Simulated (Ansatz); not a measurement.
**GaP (F-43m): the host for defect calculations**

Before any defect goes in: GaP (F-43m) at rest, and how it screens a charge.

Method: plane-wave PAW DFT, r2SCAN; relaxation of the host's cell and atoms; PAW set soft_1, in the first sound run; inputs show where later runs differ, in Ansatz 0.2.0.

Most raw output is cut from this account.

## (1) Set-up

It takes space group F-43m (No. 216, cubic). Conventional cell: a = 5.452 Å, b = 5.452 Å, c = 5.452 Å, α = 90.00°, β = 90.00°, γ = 90.00°. Nearest to Ga lie 4 P at 2.36 Å. Nearest to P lie 4 Ga at 2.36 Å. Farther neighbours are not listed.

## (2) Host cell relaxation

Lattice and positions are set free, within the symmetry that the program keeps.

The input, cell/input.yaml:

```yaml
crystal:
  lattice:
    - [0.0, 2.7258125, 2.7258125]
    - [2.7258125, 0.0, 2.7258125]
    - [2.7258125, 2.7258125, 0.0]
  atoms:
    - { symbol: Ga, position: [0.0, 0.0, 0.0] }
    - { symbol: P, position: [0.75, 0.75, 0.75] }
basis:
  ecutwfc: 500
  xc_grid: 2
hamiltonian:
  xc: r2scan
  pseudopotentials: { kind: paw, azcp: { folder: soft_1 } }
kpoints:
  mp_grid: { grid: [9, 9, 9] }
scf:
  occupations: { method: fixed }
  max_iter: 100
relax:
  f_tol: 0.005
  max_steps: 60
  cell: {}
output:
  forces: true
  stress: true
checkpoint:
  write: "../cell.run"
  compress: false
  write_wavefunctions: false
  write_every: 100000
```

Run with:

```sh
ansatz run input.yaml --threads 32 --pin off --max-ram 84787MiB --backend cuda --events-out ev --progress --plain --runs-dir out --max-vram 78GiB
```

The job ended after 1.7 s (1 × NVIDIA GB200 with 32 threads of Arm Neoverse V2, shared host; peak memory 1 GiB; 4.7 s of CPU time).

Little changed from the start: no atom moved by 0.005 Å and no cell edge by 0.1 %.

This step gave:

| Property | Result |
| --- | --- |
| pressure | 0.006220 GPa |

## (3) Dielectric tensors of the host

The response to a uniform electric field gives the electronic dielectric tensor.

This step: plane-wave PAW DFPT, PBEsol; dielectric tensors, Born charges and zone-centre modes of the host; PAW set soft_1 (Ansatz 0.2.0).

The input, eps/input.yaml:

```yaml
crystal:
  lattice:
    - [0.0, 2.7258125, 2.7258125]
    - [2.7258125, 0.0, 2.7258125]
    - [2.7258125, 2.7258125, 0.0]
  atoms:
    - { symbol: Ga, position: [0.0, 0.0, 0.0] }
    - { symbol: P, position: [0.75, 0.75, 0.75] }
basis:
  ecutwfc: 420
hamiltonian:
  xc: pbesol
  pseudopotentials: { kind: paw, azcp: { folder: soft_1 }, xc_functional: pbe }
kpoints:
  mp_grid: { grid: [8, 8, 8] }
scf:
  occupations: { method: fixed }
  max_iter: 100
phonons:
  method: dfpt
  dielectric: true
  rigid_motions: translations
```

Wall time 7.8 s (1 × NVIDIA GB200 with 32 threads); peak memory 1.3 GiB; 70 s of CPU time.

Electronic dielectric tensor:

```
10.68  0.00  0.00
 0.00 10.68  0.00
 0.00  0.00 10.68
```

Static dielectric tensor:

```
12.72  0.00  0.00
 0.00 12.72  0.00
 0.00  0.00 12.72
```

The electronic dielectric tensor is isotropic, 10.68. The static dielectric tensor is isotropic, 12.72.

## (4) Host on a dense mesh

This step: plane-wave PAW DFT, r2SCAN; single point of the defect-free host, a test of the k-point sampling; PAW set soft_1 (Ansatz 0.2.0).

The input, dense/input.yaml:

```yaml
crystal:
  lattice:
    - [0.0, 2.7258125, 2.7258125]
    - [2.7258125, 0.0, 2.7258125]
    - [2.7258125, 2.7258125, 0.0]
  atoms:
    - { symbol: Ga, position: [0.0, 0.0, 0.0] }
    - { symbol: P, position: [0.75, 0.75, 0.75] }
basis:
  ecutwfc: 500
  xc_grid: 2
hamiltonian:
  xc: r2scan
  pseudopotentials: { kind: paw, azcp: { folder: soft_1 } }
kpoints:
  mp_grid: { grid: [9, 9, 9] }
scf:
  occupations: { method: fermi_dirac, width: 0.01 }
  max_iter: 100
  lower_state_search: "off"
checkpoint:
  write: "../dense.run"
  compress: false
  write_wavefunctions: false
  write_every: 100000
```

The job ended after 1.2 s (1 × NVIDIA GB200 with 32 threads; peak memory 1 GiB; 2.1 s of CPU time).

## (5) Defect free supercell at the zone centre

The supercell is run at the zone centre, to see how far that sampling misses the dense mesh.

System of this step: GaP (F-43m). The cell holds 54 atoms: 27 Ga and 27 P. Its edges and angles: a = 11.565 Å, b = 11.565 Å, c = 11.565 Å, α = 60.0°, β = 60.0°, γ = 60.0°.

The input, pristine.sampling_gamma/input.yaml:

```yaml
crystal:
  lattice:
    - [0.0, 8.1774375, 8.1774375]
    - [8.1774375, 0.0, 8.1774375]
    - [8.1774375, 8.1774375, 0.0]
  atoms:
    - { symbol: Ga, position: [0.0, 0.0, 0.0] }
    - { symbol: P, position: [0.25, 0.25, 0.25] }
    - { symbol: Ga, position: [0.0, 0.0, 0.3333333333] }
    - { symbol: P, position: [0.25, 0.25, 0.5833333333] }
    - { symbol: Ga, position: [0.0, 0.0, 0.6666666667] }
    - { symbol: P, position: [0.25, 0.25, 0.9166666667] }
    - { symbol: Ga, position: [0.0, 0.3333333333, 0.0] }
    - { symbol: P, position: [0.25, 0.5833333333, 0.25] }
[... 42 atom lines left out ...]
    - { symbol: Ga, position: [0.6666666667, 0.6666666667, 0.3333333333] }
    - { symbol: P, position: [0.9166666667, 0.9166666667, 0.5833333333] }
    - { symbol: Ga, position: [0.6666666667, 0.6666666667, 0.6666666667] }
    - { symbol: P, position: [0.9166666667, 0.9166666667, 0.9166666667] }
basis:
  ecutwfc: 500
  xc_grid: 2
hamiltonian:
  xc: r2scan
  pseudopotentials: { kind: paw, azcp: { folder: soft_1 } }
kpoints:
  mp_grid: { grid: [1, 1, 1] }
scf:
  occupations: { method: fermi_dirac, width: 0.01 }
  max_iter: 100
  lower_state_search: "off"
checkpoint:
  write: "../pristine.sampling_gamma.run"
  compress: false
  write_wavefunctions: false
  write_every: 100000
```

It took 1.4 s on 1 × NVIDIA GB200 with 32 threads; peak memory 1.2 GiB; 3.3 s of CPU time.

## (6) Defect free supercell at the quarter point

The supercell is run at one point off the zone centre, to see how far that sampling misses the dense mesh.

pristine.sampling_quarter/input.yaml, as its differences from pristine.sampling_gamma/input.yaml of step 5:

```diff
@@ -67,3 +67,3 @@
 kpoints:
-  mp_grid: { grid: [1, 1, 1] }
+  mp_grid: { grid: [1, 1, 1], shift: [0.25, 0.25, 0.25] }
 scf:
@@ -73,3 +73,3 @@
 checkpoint:
-  write: "../pristine.sampling_gamma.run"
+  write: "../pristine.sampling_quarter.run"
   compress: false
```

The job ended after 1.4 s (1 × NVIDIA GB200 with 32 threads; peak memory 1.4 GiB).

## (7) Results

* primitive cell vectors, lengths: 3.855, 3.855, 3.855 Å
* electronic dielectric constant: 10.68
* static dielectric constant: 12.72
* gap on the k-mesh of the response run (PBEsol): 1.52 eV
* energy an atom at the zone centre alone less that on the dense mesh: 0.242 eV
* energy an atom at one point at (¼, ¼, ¼) less that on the dense mesh: 0.112 eV

The k-mesh can miss the band edges, so this gap is an upper bound at this level. All at zero temperature.

[Logs are printed without paths, hosts, clocks, repeated set-up lines and the standing remarks that a program may print on its own settings, such as how far it seeks lower states.]

[Hosts, paths, dates, database ids (printed as entryN), source tags and the programs' standing remarks are cut or masked in the printed files.]

[Runs of the host that timed out are not shown.]

[For some hosts the program warned that the k-mesh of the response run may be too coarse for force constants and the static dielectric constant; such warnings are not always shown.]

[The program warned that the k-mesh of a response run behind this text may be too coarse: force constants, and the static dielectric constant and all else formed from them, are not shown converged.]
